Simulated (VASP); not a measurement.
Crystal: Te2Mo.

```xyz
6
Lattice="3.5182 0.0000 0.0000 -1.7591 3.0469 0.0000 0.0000 0.0000 13.9736" Properties=species:S:1:pos:R:3 pbc="T T T"
Te    0.0000    2.0312    8.6776
Te    1.7591    1.0156    1.6908
Te    0.0000    2.0312   12.2828
Te    1.7591    1.0156    5.2960
Mo    0.0000    2.0312    3.4934
Mo    1.7591    1.0156   10.4802
```

```yaml
Program: VASP 6.6.1
Task: relaxation of cell and atoms
Functional: LDA
Potentials_or_basis: VASP PAW LDA potentials, release 64 (Te, Mo_sv)
Cutoff: 600 eV
k_mesh: 9 × 9 × 2
Occupations: gaussian, width 0.03 eV
Spin: no spin polarisation
```

At the start: pressure -2.8 GPa; volume 24.96 Å³/atom.

Question: How do energy, volume and symmetry change on relaxing?

Answer: Over 14 steps the energy falls by 6.8 meV/atom and the volume is 24.01 Å³/atom (-3.8 %); space group P6_3/mmc (No. 194, to 0.05 Å).

The path:
```
step  energy change (eV)  largest force (eV/Å)  pressure (GPa)  volume (Å³)
   1              0.0000                0.2404           -2.81       149.79
   2              0.0701                0.8880            5.25       140.50
   3             -0.0332                0.1397           -0.14       146.34
   4             -0.0332                0.1475           -0.09       146.27
   5             -0.0381                0.0642           -0.03       145.56
   6             -0.0383                0.0421           -0.02       145.37
   7             -0.0389                0.0303           -0.06       145.28
   8             -0.0399                0.0034           -0.22       145.01
   9             -0.0399                0.0710           -0.51       144.48
  10             -0.0403                0.0346           -0.35       144.77
  11             -0.0405                0.0276           -0.30       144.64
  12             -0.0409                0.0062           -0.12       144.27
  13             -0.0406                0.0356            0.23       143.54
  14             -0.0409                0.0065           -0.01       144.05
```

Final structure:
```xyz
6
Lattice="3.4755 0.0000 0.0000 -1.7378 3.0099 0.0000 0.0000 0.0000 13.7705" Properties=species:S:1:pos:R:3 pbc="T T T"
Te    0.0000    2.0066    8.5294
Te    1.7378    1.0033    1.6442
Te    0.0000    2.0066   12.1263
Te    1.7378    1.0033    5.2411
Mo    0.0000    2.0066    3.4426
Mo    1.7378    1.0033   10.3279
```
